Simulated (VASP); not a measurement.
# Re (P6_3/mmc) in VASP: a series of runs, part 2 of 3

VASP 6.6.1. The steps go on from the part before.

### Step 3. Relaxation of shape and atoms at fixed volume, LDA (a relaxed cell with its volume scaled by 1.02)

INCAR

```
ALGO = Fast ; EDIFF = 1E-7
EDIFFG = -0.01 ; ENCUT = 600
IBRION = 2 ; ISIF = 4
ISMEAR = 1 ; LASPH = True
LCHARG = False ; LREAL = False
LWAVE = False ; NELM = 80
NSW = 40 ; PREC = Accurate
SIGMA = 0.1
```

KPOINTS

```
k-points
0
Gamma
  15 15 8
```

POSCAR

```
Re                                      
1.0
    2.7566278066     -0.0000000000      0.0000000000
   -1.3783139034      2.3873097094      0.0000000000
    0.0000000000      0.0000000000      4.4620567696
  Re            
     2
Direct
     0.3333333332999970    0.6666666667000030    0.2500000000000000
     0.6666666667000030    0.3333333332999970    0.7500000000000000
```

Potentials or basis: VASP PAW LDA potentials, release 64 (Re).

Run with:

```
$ cat potpaw_LDA.64/Re/POTCAR > POTCAR
$ mpirun -np 1 vasp_std > vasp.out
```

OUTCAR:

```text
EDIFF = 1E-7
   EDIFFG = -0.01
   ENCUT = 600
   IBRION = 2
   ISIF = 4
   ISMEAR = 1
   LASPH = True
   LREAL = False
   NELM = 80
   NSW = 40
   PREC = Accurate

 ion  position               nearest neighbor table
   1  0.333  0.667  0.250-   2 2.74   2 2.74   2 2.74   2 2.74   2 2.74   2 2.74
   2  0.667  0.333  0.750-   1 2.74   1 2.74   1 2.74   1 2.74   1 2.74   1 2.74

  LATTYP: Found a hexagonal cell.
 ALAT       =     2.7566278066
 C/A-ratio  =     1.6186649351

  Lattice vectors:

 A1 = (   2.7566278066,   0.0000000000,   0.0000000000)
 A2 = (  -1.3783139034,   2.3873097094,   0.0000000000)
 A3 = (   0.0000000000,   0.0000000000,   4.4620567696)

Analysis of symmetry for initial positions (statically):
=====================================================================
 Subroutine PRICEL returns:
 Original cell was already a primitive cell.

 Routine SETGRP: Setting up the symmetry group for a
 hexagonal supercell.

 Subroutine GETGRP returns: Found 24 space group operations
 (whereof 12 operations were pure point group operations)
 out of a pool of 24 trial point group operations.

The static configuration has the point symmetry D_3d.
 The point group associated with its full space group is D_6h.

Analysis of symmetry for dynamics (positions and initial velocities):
=====================================================================
 Subroutine PRICEL returns:
 Original cell was already a primitive cell.

 Routine SETGRP: Setting up the symmetry group for a
 hexagonal supercell.

 Subroutine GETGRP returns: Found 24 space group operations
 (whereof 12 operations were pure point group operations)
 out of a pool of 24 trial point group operations.

The dynamic configuration has the point symmetry D_3d.
 The point group associated with its full space group is D_6h.

 Subroutine INISYM returns: Found 24 space group operations
 (whereof 12 operations are pure point group operations),
 and found     1 'primitive' translations

[... 126 lines left out ...]
 non-spin polarized calculation
 RMM-DIIS sequential band-by-band and
 Methfessel and Paxton  Order N= 1 SIGMA  =   0.10
  energy-cutoff  :      600.00
  volume of cell :       29.36
 maximum number of plane-waves:      1007
 NGX is ok and might be reduce to    24
   NGX = 11   NGY = 11   NGZ = 17

 number of electron      14.0000000 magnetization

 Free energy of the ion-electron system (eV)
  ---------------------------------------------------
  ext. energy  EPLUGINS =         0.00000000
  ---------------------------------------------------
  free energy    TOTEN  =       -27.51664022 eV

  energy without entropy =      -27.51715584  energy(sigma->0) =      -27.51681210

 E-fermi :   7.8415     XC(G=0): -13.8545

 val. band max:        7.8391628782   @ k =   0.1333   0.0000   0.0000
 cond. band min:       7.8641751417   @ k =   0.1333   0.0667   0.0000
 fundamental gap:      0.0250122635
 Fermi energy:         7.8415130164

 k-point     1 :       0.0000    0.0000    0.0000
  band No.  band energies     occupation
      1      -1.9339      2.00000
      2       1.2469      2.00000
      3       6.2334      2.00000
      4       6.2683      2.00000
      5       6.2683      2.00000
      6       7.0998      2.00000
      7       7.0998      2.00000
      8       8.0527     -0.01096
      9       8.0527     -0.01096
     10       8.5953     -0.00000
     11      11.2274      0.00000
[... 309 lines left out ...]
 k-point    24 :       0.4000    0.2000    0.0000
  band No.  band energies     occupation
      1       2.6621      2.00000
      2       3.0854      2.00000
      3       3.0941      2.00000
      4       5.2091      2.00000
      5       5.6029      2.00000
      6       6.1827      2.00000
      7       7.5274      2.00008
      8      10.8408      0.00000
      9      11.5607      0.00000
     10      11.5819      0.00000
     11      14.6047      0.00000

 [... further k-points ...]

------------------------ aborting loop because EDIFF is reached ----------------------------------------

  FORCE on cell =-STRESS in cart. coord.  units (eV):
  Direction    XX          YY          ZZ          XY          YZ          ZX
  --------------------------------------------------------------------------------------
  -------------------------------------------------------------------------------------
  Total       -1.4363225     -1.4363225     -1.4396544      0.0000000     -0.0000000      0.0000000
  in kB      -78.3683263    -78.3683263    -78.5501161      0.0000000     -0.0000000      0.0000000
  external PRESSURE =     -78.4289229 kB  Pullay stress =       0.0000000 kB

 VOLUME and BASIS-vectors are now :
 -----------------------------------------------------------------------------
  energy-cutoff  :      600.00
  volume of cell :       29.36
      direct lattice vectors                 reciprocal lattice vectors
     2.756627807  0.000000000  0.000000000     0.362762067  0.209440777  0.000000000
    -1.378313903  2.387309709  0.000000000     0.000000000  0.418881554  0.000000000
     0.000000000  0.000000000  4.462056770     0.000000000  0.000000000  0.224111895

 POSITION                                       TOTAL-FORCE (eV/Angst)
 -----------------------------------------------------------------------------------
     -0.00000      1.59154      1.11551        -0.000000     -0.000000      0.000000
      1.37831      0.79577      3.34654         0.000000      0.000000      0.000000
 -----------------------------------------------------------------------------------
    total drift:                               -0.000000      0.000000     -0.000000

  FREE ENERGIE OF THE ION-ELECTRON SYSTEM (eV)
  ---------------------------------------------------
  free  energy   TOTEN  =       -27.5166402221 eV

  energy  without entropy=      -27.5171558445  energy(sigma->0) =      -27.51681210

 reached required accuracy - stopping structural energy minimisation
```

OSZICAR:

```text
N       E                     dE             d eps       ncg     rms          rms(c)
DAV:   1     0.145197473739E+03    0.14520E+03   -0.62900E+03  3058   0.145E+03
DAV:   2    -0.190425927599E+02   -0.16424E+03   -0.15330E+03  4870   0.607E+02
DAV:   3    -0.285348852159E+02   -0.94923E+01   -0.81939E+01  4905   0.169E+02
DAV:   4    -0.289851643664E+02   -0.45028E+00   -0.40142E+00  5165   0.274E+01
DAV:   5    -0.289990683284E+02   -0.13904E-01   -0.13090E-01  5018   0.330E+00    0.428E+01
RMM:   6    -0.278121007761E+02    0.11870E+01   -0.50819E-01  3241   0.188E+01    0.162E+01
RMM:   7    -0.275142979192E+02    0.29780E+00   -0.27807E+00  3946   0.185E+01    0.458E-01
RMM:   8    -0.275185624216E+02   -0.42645E-02   -0.16403E-01  3962   0.291E+00    0.903E-01
RMM:   9    -0.275179124015E+02    0.65002E-03   -0.32024E-02  3947   0.108E+00    0.408E-01
RMM:  10    -0.275164786340E+02    0.14338E-02   -0.66159E-03  3593   0.125E+00    0.166E-01
RMM:  11    -0.275166168705E+02   -0.13824E-03   -0.21445E-03  3686   0.281E-01    0.826E-02
RMM:  12    -0.275166333618E+02   -0.16491E-04   -0.31588E-04  3986   0.145E-01    0.432E-02
RMM:  13    -0.275166391586E+02   -0.57969E-05   -0.66714E-05  3976   0.450E-02    0.671E-03
RMM:  14    -0.275166398614E+02   -0.70277E-06   -0.78797E-06  3483   0.235E-02    0.117E-03
RMM:  15    -0.275166401737E+02   -0.31231E-06   -0.34078E-06  2685   0.980E-03    0.453E-04
RMM:  16    -0.275166402221E+02   -0.48408E-07   -0.46726E-07  2248   0.108E-02
   1 F= -.27516640E+02 E0= -.27516812E+02  d E =-.275166E+02
```

CONTCAR:

```text
Re
   1.00000000000000
     2.7566278066000001    0.0000000000000000    0.0000000000000000
    -1.3783139034000000    2.3873097094000002    0.0000000000000000
     0.0000000000000000    0.0000000000000000    4.4620567696000002
  Re
     2
Direct
     0.3333333332999970    0.6666666667000030    0.2500000000000000
     0.6666666667000030    0.3333333332999970    0.7500000000000000

  0.00000000E+00  0.00000000E+00  0.00000000E+00
  0.00000000E+00  0.00000000E+00  0.00000000E+00
```

It took 55 s on 1 thread of Intel Xeon Platinum 8375C at 2.90GHz (Ice Lake), shared host; peak memory 0.17 GiB.

What came out:

| Property | Result |
| --- | --- |
| Free energy | -27.5166 eV |
| Pressure after relaxing | -7.8 GPa |
| Band gap on the k mesh | none (metal or under the smearing width) |

Final structure:
```
Re
1.0
     2.75663    0.00000    0.00000
    -1.37831    2.38731    0.00000
     0.00000    0.00000    4.46206
Re
2
Direct
  0.33333 0.66667 0.25000
  0.66667 0.33333 0.75000
```

Levels at points of the mesh, in eV from the Fermi level:
| k point | band 3 | band 4 | band 5 | band 6 | band 7 | band 8 | band 9 | band 10 | band 11 |
| --- | --- | --- | --- | --- | --- | --- | --- | --- | --- |
| (0.00, 0.00, 0.00) | -1.61 | -1.57 | -1.57 | -0.74 | -0.74 | 0.21 | 0.21 | 0.75 | 3.39 |
| (0.00, 0.00, 0.50) | -2.36 | -2.36 | -1.70 | -1.70 | -1.70 | -1.70 | 2.56 | 2.56 | 2.56 |

Caveat: the relaxation stopped at its first step, so nothing moved. Spin-orbit coupling is left out, which matters for the levels of Re.

(Part 2 of 3 ends here.)
